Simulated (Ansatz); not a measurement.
The system is ZrS.

```xyz
2
Lattice="0.0000 2.6250 2.6250 2.6250 0.0000 2.6250 2.6250 2.6250 0.0000" Properties=species:S:1:pos:R:3 pbc="T T T"
Zr    0.0000    0.0000    0.0000
S     2.6250    2.6250    2.6250
```

```yaml
Program: Ansatz 0.2.0
Task: relaxation of cell and atoms
Functional: revPBE
Dispersion: D3(BJ)
Potentials_or_basis: all-electron LAPW, scalar-relativistic
Basis_error_allowed: 0.001 eV/atom
k_mesh: 9 × 9 × 9
Occupations: fermi-dirac, width 0.05 eV
Spin: no spin polarisation
```

At the start: volume 18.09 Å³/atom.

**Question.** Where does the relaxation end?

**Answer.** Over 5 steps the energy falls by 33.6 meV/atom and the volume is 16.92 Å³/atom (-6.5 %); space group Fm-3m (No. 225, to 0.05 Å).

Step by step:
| step | energy change (eV) | largest force (eV/Å) | volume (Å³) |
| --- | --- | --- | --- |
| 1 | 0.0000 | 0.0000 | 36.18 |
| 2 | -0.0397 | 0.0000 | 32.48 |
| 3 | -0.0667 | 0.0000 | 34.00 |
| 4 | -0.0671 | 0.0000 | 33.84 |
| 5 | -0.0671 | 0.0000 | 33.84 |

Final structure:
```cif
data_structure
_symmetry_space_group_name_H-M 'P 1'
_symmetry_Int_Tables_number 1
_cell_length_a 3.6307
_cell_length_b 3.6307
_cell_length_c 3.6307
_cell_angle_alpha 60.000
_cell_angle_beta 60.000
_cell_angle_gamma 60.000
_cell_volume 33.84
loop_
_atom_site_label
_atom_site_type_symbol
_atom_site_fract_x
_atom_site_fract_y
_atom_site_fract_z
_atom_site_occupancy
Zr1 Zr 0.00000 0.00000 0.00000 1
S1 S 0.50000 0.50000 0.50000 1
```
